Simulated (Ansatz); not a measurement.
Molecular dynamics on a 2×2×2 supercell (16 atoms) of InP (zincblende), relaxed with r2SCAN. Forces come from PBEsol in Ansatz: constant energy and volume (NVE), velocities drawn at 300 K, steps of 2 fs. Computed, non-magnetic; the trajectory is short and the cell small, so nothing here is a converged average.

```yaml
crystal:
  lattice:
    - [0.0, 5.9075751983, 5.9075751983]
    - [5.9075751983, 0.0, 5.9075751983]
    - [5.9075751983, 5.9075751983, 0.0]
  atoms:
    - { symbol: In, position: [0.0, 0.0, 0.0] }
    - { symbol: P, position: [0.125, 0.125, 0.125] }
    - { symbol: In, position: [0.0, 0.0, 0.5] }
    - { symbol: P, position: [0.125, 0.125, 0.625] }
    - { symbol: In, position: [0.0, 0.5, 0.0] }
    - { symbol: P, position: [0.125, 0.625, 0.125] }
    - { symbol: In, position: [0.0, 0.5, 0.5] }
    - { symbol: P, position: [0.125, 0.625, 0.625] }
    - { symbol: In, position: [0.5, 0.0, 0.0] }
    - { symbol: P, position: [0.625, 0.125, 0.125] }
    - { symbol: In, position: [0.5, 0.0, 0.5] }
    - { symbol: P, position: [0.625, 0.125, 0.625] }
    - { symbol: In, position: [0.5, 0.5, 0.0] }
    - { symbol: P, position: [0.625, 0.625, 0.125] }
    - { symbol: In, position: [0.5, 0.5, 0.5] }
    - { symbol: P, position: [0.625, 0.625, 0.625] }
kpoints:
  mp_grid: { grid: [2, 2, 2] }
hamiltonian:
  xc: pbesol
scf:
  occupations: { method: fermi_dirac, width: 0.026 }
md:
  ensemble: nve
  temperature: 300
  timestep: 2.0
  n_steps: 40
  initial_velocities: maxwell_boltzmann
  seed: 893
```

Run as `ansatz run input.yaml --threads 4 --pin off --max-ram 3686MiB --backend cpu --events-out ev --progress --plain --runs-dir out`.

```
step  t (fs)  T (K)  free energy F from step 0 (meV/atom)  kinetic energy (meV/atom)  largest force (eV/Å)
   0       0    300                                   0.0                       36.4                  0.00
   1       2    298                                   0.3                       36.1                  0.16
   2       4    290                                   1.2                       35.2                  0.33
   3       6    279                                   2.6                       33.8                  0.50
   4       8    263                                   4.5                       31.9                  0.67
   5      10    244                                   6.7                       29.6                  0.83
   6      12    224                                   9.3                       27.1                  0.99
   7      14    201                                  12.0                       24.4                  1.14
   8      16    179                                  14.7                       21.7                  1.27
   9      18    158                                  17.3                       19.1                  1.38
  10      20    138                                  19.7                       16.8                  1.46
  11      22    122                                  21.7                       14.8                  1.52
  12      24    109                                  23.2                       13.2                  1.55
  13      26    100                                  24.3                       12.1                  1.56
  14      28     95                                  24.9                       11.6                  1.53
  15      30     95                                  24.9                       11.5                  1.47
  16      32     99                                  24.4                       12.0                  1.39
  17      34    106                                  23.5                       12.9                  1.30
  18      36    116                                  22.3                       14.1                  1.29
  19      38    128                                  20.9                       15.5                  1.28
  20      40    141                                  19.3                       17.1                  1.25
  21      42    155                                  17.7                       18.7                  1.22
  22      44    167                                  16.1                       20.3                  1.19
  23      46    179                                  14.7                       21.7                  1.15
  24      48    188                                  13.6                       22.8                  1.10
  25      50    195                                  12.7                       23.6                  1.05
  26      52    199                                  12.3                       24.1                  0.99
  27      54    200                                  12.1                       24.2                  0.94
  28      56    198                                  12.4                       24.0                  0.88
  29      58    193                                  13.0                       23.4                  0.82
  30      60    185                                  14.0                       22.4                  0.77
  31      62    175                                  15.2                       21.2                  0.77
  32      64    163                                  16.7                       19.7                  0.87
  33      66    150                                  18.3                       18.1                  0.95
  34      68    136                                  19.9                       16.5                  1.02
  35      70    122                                  21.6                       14.8                  1.08
  36      72    109                                  23.1                       13.3                  1.13
  37      74     98                                  24.5                       11.9                  1.17
  38      76     89                                  25.6                       10.8                  1.20
  39      78     83                                  26.4                       10.0                  1.22
  40      80     80                                  26.8                        9.7                  1.22
```

The temperature goes from 300 K to 80 K in 80 fs. The atoms start on their lattice sites with kinetic energy alone, so much of it first passes into potential energy. The conserved energy stays within 0.07 meV an atom. By the last step the atoms have moved 0.12 Å in the root mean square, the drift of the whole cell taken out, 0.18 Å at most.

Positions (Å) and forces (eV/Å) at step 40:
```
In  -0.091  -0.002   0.025     0.172   0.010   0.192
P    1.449   1.586   1.420     0.031  -0.579  -0.363
In   2.963   3.058   0.019     0.251  -0.461  -0.551
P    4.475   4.334   1.547    -0.018   0.530   0.116
In   2.958   0.142   2.853     0.065  -0.539  -0.167
P    4.467   1.431   4.354    -0.441   0.716   0.885
In   5.992   2.916   3.024     0.112  -0.329  -0.492
P    7.488   4.451   4.310    -0.173   0.344   0.431
In   0.000   2.921   2.928     0.046  -0.044   0.608
P    1.355   4.377   4.517     0.637   0.142  -0.162
In   2.952   5.786   3.021    -0.344   0.361  -0.126
P    4.463   7.368   4.410    -0.722   0.087   0.057
In   2.948   3.004   5.969     0.046  -0.667   0.027
P    4.514   4.417   7.458    -0.720   0.497  -0.817
In   5.883   5.859   5.805     0.387  -0.185   0.332
P    7.330   7.281   7.380     0.670   0.117   0.032
```
